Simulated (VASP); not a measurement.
Runs of VASP 6.6.1 on Zr. Symmetry: Im-3m, No. 229, cubic system. Conventional cell: a = 3.582 Å, b = 3.582 Å, c = 3.582 Å, α = 90.00°, β = 90.00°, γ = 90.00°. Zr (site symmetry m-3m) is surrounded by 8 Zr at 3.10 Å. This isn't the form of Zr at room conditions, which is hcp.

```tsv
level	potentials or basis	k mesh	cutoff (eV)	mesh quality	gap on the mesh (eV)	pressure (GPa)	relaxed volume (Å³/atom)
RPBE	VASP PAW PBE potentials, release 64 (Zr_sv)	16 × 16 × 16	600	not flagged	none	0.0	(b)
PBEsol	VASP PAW PBE potentials, release 64 (Zr_sv)	6 × 6 × 6	600	coarse	none	0.0	21.70
LDA	VASP PAW LDA potentials, release 64 (Zr_sv)	16 × 16 × 16	600	not flagged	none	0.0	21.13
PBE	VASP PAW PBE potentials, release 64 (Zr_sv)	16 × 16 × 16	600	not flagged	none	0.0	22.85
PBE+D3(BJ)	VASP PAW PBE potentials, release 64 (Zr_sv)	16 × 16 × 16	600	not flagged	none	0.0	(a)
PBEsol	VASP PAW PBE potentials, release 64 (Zr_sv)	16 × 16 × 16	600	not flagged	none	0.0	21.86
PBEsol	VASP PAW PBE potentials, release 64 (Zr_sv)	16 × 16 × 16	300	not flagged	none	0.0	21.66
PBEsol	VASP PAW PBE potentials, release 64 (Zr_sv)	16 × 16 × 16	580	not flagged	none	0.0	21.85
```

Alike in all rows: task relaxation of cell and atoms; no spin polarisation; cell relaxed; smearing gaussian 0.1 eV.

Estimate the missing entries.

(a) 21.82; (b) 23.45.

Caveats: some runs use coarse meshes; the PAW data sets were made with another functional, which shifts forces and pressure a little (some runs); pairwise dispersion overbinds metals, which lowers pressure and volume (some runs).

A k mesh can miss the band edges, and the runs leave out spin-orbit coupling on Zr.

A gap of «none» marks a metal or a gap under the smearing width.
